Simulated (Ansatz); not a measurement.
The system is PtS2.

```
CELL_PARAMETERS angstrom
3.54320 0.00000 0.00000
-1.77160 3.06850 0.00000
0.00000 0.00000 5.03880
ATOMIC_POSITIONS crystal
Pt 0.00000 0.00000 0.00000
S 0.66667 0.33333 0.77300
S 0.33333 0.66667 0.22700
```

Base run:

* Program: Ansatz 0.2.0
* Functional: PBEsol
* Potentials or basis: all-electron LAPW, scalar-relativistic
* Cutoff: 274 eV (chosen from the basis error)
* Basis error allowed: 0.002 eV/atom
* k mesh: 9 × 9 × 5
* Occupations: fermi-dirac, width 0.05 eV
* Spin: no spin polarisation
* Hubbard terms: Pt d U = 4 eV

Its results: band gap on the k mesh 0.89 eV, indirect (least direct gap 0.98 eV); pressure 6.9 GPa; largest force 1.053 eV/Å.

**Question.** The run is repeated on the same cell with these changes: hubbard terms from Pt d U = 4 eV to none. What comes out?

**Answer.** Band gap on the k mesh 0.96 eV, indirect (least direct gap 1.00 eV); pressure 6.4 GPa; largest force 0.951 eV/Å.

Caveats: spin-orbit coupling is left out, which moves the levels of the heavy elements; an odd mesh through Γ misses points on the zone boundary, where band edges often lie; U is the effective U less J, on atomic orbitals that reach past the spheres (some runs); forces of over 1 eV/Å show positions far from the minimum, so gaps and moduli don't describe the material at rest (some runs).
